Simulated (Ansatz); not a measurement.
## NaI: electron density at the nuclei under pressure

```xyz
2
Lattice="0.0000 3.2364 3.2364 3.2364 0.0000 3.2364 3.2364 3.2364 0.0000" Properties=species:S:1:pos:R:3 pbc="T T T"
Na    0.0000    0.0000    0.0000
I     3.2364    3.2364    3.2364
```

Atom numbers follow the list: Na1, I2.

The cell is COD entry 9008681, as deposited and not checked against the literature; nothing was relaxed.

No spin–orbit coupling, which matters for the heavy atoms here.

Theory: DFT, LDA, all-electron PAW with datasets made for the crystal, scalar-relativistic in Ansatz 0.2.0.

The runs use a Γ-centred 8×8×8 k mesh, Fermi–Dirac smearing of 0.02 eV, cutoff 260 eV (chosen by the program for this cell), no spin polarisation.

The contact density is the mean electron density over the nuclear volume; its changes set Mössbauer isomer shifts. Changes below are taken from the unscaled cell, where it is 5839.32 e/Å³ at Na1, 1.59741e+06 e/Å³ at I2.

```json
{"V/V(cell)": "0.9400", "P (GPa)": "-0.7", "Δρ(0) Na1 (e/Å³)": "?", "Δρ(0) I2 (e/Å³)": "-0.82"}
{"V/V(cell)": "0.9600", "P (GPa)": "-1.1", "Δρ(0) Na1 (e/Å³)": "0.10", "Δρ(0) I2 (e/Å³)": "-0.56"}
{"V/V(cell)": "0.9800", "P (GPa)": "-1.4", "Δρ(0) Na1 (e/Å³)": "0.05", "Δρ(0) I2 (e/Å³)": "?"}
{"V/V(cell)": "0.9900", "P (GPa)": "-1.5", "Δρ(0) Na1 (e/Å³)": "0.02", "Δρ(0) I2 (e/Å³)": "?"}
{"V/V(cell)": "1.0000", "P (GPa)": "-1.6", "Δρ(0) Na1 (e/Å³)": "0.00", "Δρ(0) I2 (e/Å³)": "0.00"}
{"V/V(cell)": "1.0100", "P (GPa)": "-1.8", "Δρ(0) Na1 (e/Å³)": "-0.02", "Δρ(0) I2 (e/Å³)": "0.13"}
{"V/V(cell)": "1.0200", "P (GPa)": "-1.9", "Δρ(0) Na1 (e/Å³)": "-0.05", "Δρ(0) I2 (e/Å³)": "0.24"}
{"V/V(cell)": "1.0400", "P (GPa)": "-2.1", "Δρ(0) Na1 (e/Å³)": "-0.09", "Δρ(0) I2 (e/Å³)": "0.50"}
{"V/V(cell)": "1.0600", "P (GPa)": "-2.3", "Δρ(0) Na1 (e/Å³)": "-0.13", "Δρ(0) I2 (e/Å³)": "0.71"}
```

(1) Give the missing entry: row "0.9900", column "Δρ(0) I2 (e/Å³)".

(2) Fill in "Δρ(0) I2 (e/Å³)" for the row "0.9800".

(3) Give the missing entry: row "0.9400", column "Δρ(0) Na1 (e/Å³)".

The datasets are made afresh for each cell, so very small changes are uncertain. Scalar relativity leaves out the p1/2 density at heavy nuclei.

Results:

(1) -0.12.

(2) -0.24.

(3) 0.15.
